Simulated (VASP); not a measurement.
A VASP 6.6.1 single-point calculation on MgSe

INCAR

```
SIGMA = 0.1
IBRION = -1
EDIFF = 1E-7
ISMEAR = 0
NBANDS = 11
PREC = Accurate
NELM = 70
LREAL = .FALSE.
ISIF = 2
LASPH = .TRUE.
NSW = 0
LCHARG = .FALSE.
METAGGA = MS2
LWAVE = .FALSE.
ENCUT = 520
```

KPOINTS

```
KPOINTS created by Atomic Simulation Environment
0
Gamma
8 8 8
0 0 0
```

POSCAR

```
Mg Se
 1.0000000000000000
     0.0000000000000000    2.7362693763000001    2.7089066824999999
     2.7362693763000001    0.0000000000000000    2.7089066824999999
     2.7362693763000001    2.7362693763000001    0.0000000000000000
 Mg  Se
   1   1
Cartesian
  0.0000000000000000  0.0000000000000000  0.0000000000000000
  2.7362693763000001  2.7362693763000001  2.7089066824999999
```

The recommended PBE PAW datasets give the neutral cell 8 valence electrons.

Command

```
mpirun -np 1 vasp_std
```

OSZICAR

```
N       E                     dE             d eps       ncg     rms          rms(c)
DAV:   1     0.109871331424E+02    0.10987E+02   -0.34371E+03  1354   0.571E+02
DAV:   2    -0.164753920158E+02   -0.27463E+02   -0.25671E+02  1575   0.938E+01
DAV:   3    -0.178021597938E+02   -0.13268E+01   -0.13251E+01  1628   0.222E+01
DAV:   4    -0.178073780959E+02   -0.52183E-02   -0.52181E-02  1499   0.160E+00
DAV:   5    -0.178074059878E+02   -0.27892E-04   -0.27892E-04  1572   0.118E-01    0.454E+00
DAV:   6    -0.121199110050E+02    0.56875E+01   -0.14799E+00  1298   0.122E+01    0.202E+00
DAV:   7    -0.121450394321E+02   -0.25128E-01   -0.55118E-01  1460   0.378E+00    0.973E-01
DAV:   8    -0.121542570002E+02   -0.92176E-02   -0.25083E-02  1367   0.977E-01    0.900E-01
DAV:   9    -0.121579639917E+02   -0.37070E-02   -0.70824E-03  1415   0.706E-01    0.195E-01
DAV:  10    -0.121573171173E+02    0.64687E-03   -0.96011E-03  1493   0.496E-01    0.446E-01
DAV:  11    -0.121576236062E+02   -0.30649E-03   -0.58543E-04  1400   0.166E-01    0.214E-01
DAV:  12    -0.121576499812E+02   -0.26375E-04   -0.96306E-05  1454   0.714E-02    0.213E-02
DAV:  13    -0.121576524086E+02   -0.24273E-05   -0.50350E-06  1448   0.167E-02    0.994E-03
DAV:  14    -0.121576526816E+02   -0.27304E-06   -0.65602E-07  1496   0.498E-03    0.373E-03
DAV:  15    -0.121576529719E+02   -0.29028E-06   -0.37115E-07  1448   0.360E-03    0.911E-04
DAV:  16    -0.121576529432E+02    0.28689E-07   -0.12560E-08   718   0.801E-04
   1 F= -.12157653E+02 E0= -.12157653E+02  d E =-.164550E-10
```

From OUTCAR

```
k-points           NKPTS =     59   k-points in BZ     NKDIM =     59   number of bands    NBANDS=     11

   NELECT =       8.0000    total number of electrons

   dimension x,y,z NGX =    30 NGY =   30 NGZ =   30
   dimension x,y,z NGXF=    60 NGYF=   60 NGZF=   60

  energy-cutoff  :      520.00
  volume of cell :       40.56
      direct lattice vectors                 reciprocal lattice vectors
     0.000000000  2.736269376  2.708906682    -0.182730547  0.182730547  0.184576310
     2.736269376  0.000000000  2.708906682     0.182730547 -0.182730547  0.184576310
     2.736269376  2.736269376  0.000000000     0.182730547  0.182730547 -0.184576310

 k-points in reciprocal lattice and weights: KPOINTS created by Atomic Simulation Env
   0.00000000  0.00000000  0.00000000       0.002
   0.12500000  0.00000000  0.00000000       0.016
   0.25000000  0.00000000  0.00000000       0.016
   0.37500000  0.00000000  0.00000000       0.016
   0.50000000  0.00000000  0.00000000       0.008
   0.12500000  0.12500000  0.00000000       0.004
   0.25000000  0.12500000  0.00000000       0.016
   0.37500000  0.12500000  0.00000000       0.016
   ...

 E-fermi :   3.3516

 k-point     1 :       0.0000    0.0000    0.0000
  band No.  band energies     occupation
      1     -10.2772      2.00000
      2       2.8918      2.00000
      3       2.9465      2.00000
      4       2.9465      2.00000
      5       6.3343      0.00000
      6      10.8771      0.00000
      7      10.8771      0.00000
      8      10.9693      0.00000
      9      13.3606      0.00000
     10      13.5129      0.00000
     11      14.3530      0.00000

 k-point     2 :       0.1250    0.0000    0.0000
  band No.  band energies     occupation
      1     -10.1406      2.00000
      2       1.7876      2.00000
      3       2.8167      2.00000
      4       2.8407      2.00000
      5       7.2238      0.00000
      6      10.5575      0.00000
      7      11.0938      0.00000
      8      11.1726      0.00000
      9      12.3949      0.00000
     10      12.4981      0.00000
     11      14.3733      0.00000

 k-point     3 :       0.2500    0.0000    0.0000
  band No.  band energies     occupation
      1      -9.7745      2.00000
      2      -0.0194      2.00000
      3       2.6105      2.00000
      4       2.6106      2.00000
      5       7.7207      0.00000
      6      10.4649      0.00000
      7      10.5847      0.00000
      8      11.2996      0.00000
      9      13.1053      0.00000
     10      13.1070      0.00000
     11      13.5625      0.00000

 k-point     4 :       0.3750    0.0000    0.0000
  band No.  band energies     occupation
      1      -9.3373      2.00000
      2      -1.4460      2.00000
      3       2.4080      2.00000
      4       2.4290      2.00000
      5       7.4851      0.00000
      6       9.7316      0.00000
      7       9.8419      0.00000
      8      12.3316      0.00000
      9      13.8249      0.00000
     10      15.0743      0.00000
     11      15.1147      0.00000

 k-point     5 :       0.5000    0.0000    0.0000
  band No.  band energies     occupation
      1      -9.1255      2.00000
      2      -2.0020      2.00000
      3       2.3307      2.00000
      4       2.3595      2.00000
      5       7.3596      0.00000
      6       9.4724      0.00000
      7       9.5779      0.00000
      8      12.2351      0.00000
      9      14.9740      0.00000
     10      17.5052      0.00000
     11      17.5654      0.00000

 ...

  Total       -0.1112873     -0.1112873      0.1253565      0.0000000      0.0000000      0.0000000
  in kB       -4.3955636     -4.3955636      4.9512585      0.0000000      0.0000000      0.0000000
  external PRESSURE =      -1.2799562 kB  Pullay stress =       0.0000000 kB

 POSITION                                       TOTAL-FORCE (eV/Angst)
 -----------------------------------------------------------------------------------
      0.00000      0.00000      0.00000        -0.000000      0.000000     -0.000000
      2.73627      2.73627      2.70891         0.000000     -0.000000      0.000000
 -----------------------------------------------------------------------------------
    total drift:                               -0.000000     -0.000000      0.000000

  FREE ENERGIE OF THE ION-ELECTRON SYSTEM (eV)
  ---------------------------------------------------
  free  energy   TOTEN  =       -12.1576529432 eV

  energy  without entropy=      -12.1576529432  energy(sigma->0) =      -12.15765294
```

It converged. Results: gap between bands v and c on the k mesh 2.23 eV; least direct gap on the k mesh 3.39 eV; pressure -0.1 GPa. Band v is the last that the valence electrons fill when counted band by band, and c is the next.

For comparison, a separate PBE run of the intended cell, on usual settings and not on those above, gives a gap of 1.75 eV on its mesh and a pressure of 1.8 GPa.

The run above took about 1.9 min on one core of a shared host (Intel Xeon Platinum 8488C) and held 0.18 GiB at most.
